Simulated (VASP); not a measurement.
Write the native input for VASP 6.6.1 that does the following.

```
Task                    : density of states
Functional              : PBE
Potentials or basis     : VASP PAW PBE potentials, release 64 (Al)
Cutoff                  : 520 eV
k mesh                  : 15 × 15 × 20
Occupations             : gaussian, width 0.1 eV
Spin                    : no spin polarisation
Dipole correction       : no
k mesh for the DOS      : 23 × 23 × 30
Occupations for the DOS : tetrahedron
Further INCAR settings  : ALGO = Fast; EDIFF = 1e-06
```

Crystal: Al.

```
Al
1.0
     4.54673    0.00000    0.00000
    -2.27337    3.93758    0.00000
     0.00000    0.00000    2.75393
Al
2
Direct
  0.33333 0.66667 0.50000
  0.66667 0.33333 0.50000
```

The cell was built by a generator and needn't be a form met in nature.

These files were run (other wordings do the same):

POSCAR

```
Al
1.0
    4.5467311772      0.0000000000      0.0000000000
   -2.2733655886      3.9375847036      0.0000000000
    0.0000000000      0.0000000000      2.7539328018
Al
2
Direct
    0.3333333333      0.6666666667      0.5000000000
    0.6666666667      0.3333333333      0.5000000000
```

INCAR.step1

```
ALGO     = Fast           # electronic algorithm
EDIFF    = 1E-6           # SCF threshold, eV
ENCUT    = 520            # plane-wave cutoff, eV
GGA      = PE             # functional
ISIF     = 2              # what is computed and relaxed
ISMEAR   = 0              # smearing method
LASPH    = T              # aspherical terms in the spheres
LCHARG   = T              # write CHGCAR
LREAL    = F              # projectors in reciprocal space
LWAVE    = F              # write WAVECAR
NBANDS   = 10             # bands
NELM     = 60             # most SCF steps
PREC     = Accurate       # precision mode
SIGMA    = 0.1            # smearing width, eV
```

KPOINTS.step1

```
k-points
0
Gamma
  15 15 20
```

INCAR.step2

```
ALGO     = Fast           # electronic algorithm
EDIFF    = 1E-6           # SCF threshold, eV
ENCUT    = 520            # plane-wave cutoff, eV
GGA      = PE             # functional
ICHARG   = 11             # starting density
ISIF     = 2              # what is computed and relaxed
ISMEAR   = -5             # smearing method
LASPH    = T              # aspherical terms in the spheres
LCHARG   = F              # write CHGCAR
LORBIT   = 11             # projections on sites
LREAL    = F              # projectors in reciprocal space
LWAVE    = F              # write WAVECAR
NEDOS    = 2001           # points of the DOS
NELM     = 60             # most SCF steps
PREC     = Accurate       # precision mode
SIGMA    = 0.1            # smearing width, eV
```

KPOINTS.step2

```
k-points
0
Gamma
  23 23 30
```

Potentials or basis: VASP PAW PBE potentials, release 64 (Al).

Launch:

```console
$ cat potpaw_PBE.64/Al/POTCAR > POTCAR
$ cp INCAR.step1 INCAR
$ cp KPOINTS.step1 KPOINTS
$ mpirun -np 1 vasp_std > vasp.out
$ cp INCAR.step2 INCAR
$ cp KPOINTS.step2 KPOINTS
$ mpirun -np 1 vasp_std > vasp.out
```

It gave:

- Valence electrons inside the program's atomic spheres: Al 0.80

Wall time 2.4 min on 1 thread of Intel(R) Xeon(R) Platinum 8488C (Sapphire Rapids), with other jobs on the host, peak memory 0.38 GiB.
